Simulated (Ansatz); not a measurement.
# GaP: a tetragonal deformation path

An exercise on one series of results from a longer session: the logs are not shown, and one member is left open.

Computed with Ansatz 0.2.0 (DFT PBE, scalar-relativistic, plane waves, PAW, unless a step's input says otherwise).

## The starting structure

Symmetry: F-43m, No. 216, cubic system. The conventional cell has a = 5.451 Å, b = 5.451 Å, c = 5.451 Å, α = 90.00°, β = 90.00°, γ = 90.00°. Ga (site symmetry -43m) is surrounded by 4 P at 2.36 Å. Around P (site symmetry -43m) lie 4 Ga at 2.36 Å.

As a file:

```xyz
2
Lattice="0.0000 2.7252 2.7252 2.7252 0.0000 2.7252 2.7252 2.7252 0.0000" Properties=species:S:1:pos:R:3 pbc="T T T"
Ga    0.0000    0.0000    0.0000
P     4.0879    4.0879    4.0879
```

The cell is taken as given, not relaxed at this level.

## Zero of energy

Reference values: F = -4539.5499 eV; pressure 2.51 GPa; largest force 0.000 eV/Å; gap on the mesh 1.61 eV. It was computed beforehand with the settings of the runs below.

The first run:

At fixed volume and fractional coordinates, lengths along (0.000, 0.000, 1.000) are scaled against those across it; ρ is that ratio over its starting value.

File input.yaml:

```yaml
crystal:
  lattice:
    - [0.0, 3.0591436934, 2.1628145913]
    - [3.0591436934, 0.0, 2.1628145913]
    - [3.0591436934, 3.0591436934, 0.0]
  atoms:
    - { symbol: Ga, position: [0.0, 0.0, 0.0] }
    - { symbol: P, position: [0.75, 0.75, 0.75] }
basis:
  ecutwfc: 420
kpoints:
  mp_grid: { grid: [10, 10, 10] }
hamiltonian:
  xc: pbe
scf:
  occupations: { method: gaussian, width: 0.05 }
output:
  forces: true
  stress: true
  eigenvalues: true
```

On the command line:

```
$ ansatz run input.yaml --threads 1 --pin off --max-ram 2560MiB --backend cpu --events-out ev --progress --plain --runs-dir out
```

Steps of the session up to this table: At ρ = 0.707; At ρ = 1.414; ρ = 0.850; ρ = 1.200; Point ρ = 0.780; Point ρ = 1.300; At ρ = 0.920; At ρ = 1.100; ρ = 0.650; ρ = 1.500; At ρ = 0.960; Point ρ = 1.050.

One of the session's tables, all rows but one given; the rest of the session is left out.

It belongs to the step «The scan collected». The scan, with free energies counted from the undisturbed cell:

| ρ | ΔE (meV/atom) | pressure (GPa) | gap on the mesh (eV) |
| --- | --- | --- | --- |
| 0.650 | 309.1 | -2.4 | 0.00 |
| 0.707 | 228.4 | -0.8 | 0.00 |
| 0.780 | 136.2 | 0.9 | 0.00 |
| 0.850 | 65.8 | 1.9 | 0.18 |
| 0.920 | 19.3 | 2.3 | 0.84 |
| 0.960 | ? | ? | ? |
| 1.000 | 0.0 | 2.5 | 1.61 |
| 1.050 | 7.8 | 2.5 | 1.37 |
| 1.100 | 31.3 | 2.3 | 1.14 |
| 1.200 | 125.3 | 2.0 | 0.55 |
| 1.300 | 276.3 | 1.8 | 0.00 |
| 1.414 | 482.4 | 1.4 | 0.00 |
| 1.500 | 619.5 | 1.1 | 0.00 |

Estimate the missing values for ρ = 0.960.

Worked estimate for «ΔE (meV/atom)». A straight line through the neighbours (0.920, 19.3) and (1.000, 0.0) gives 19.3 + (0.0 − 19.3) × (0.960 − 0.920) / (1.000 − 0.920) = 9.7; a parabola fitted to 4 rows on both sides gives 5.0.

As computed: ΔE (meV/atom): 4.9; pressure (GPa): 2.5; gap on the mesh (eV): 1.22. In «ΔE (meV/atom)» the line misses by +4.8 and the parabola by +0.1.

Where the gap reads zero, the mesh chosen for the insulator is on the coarse side.
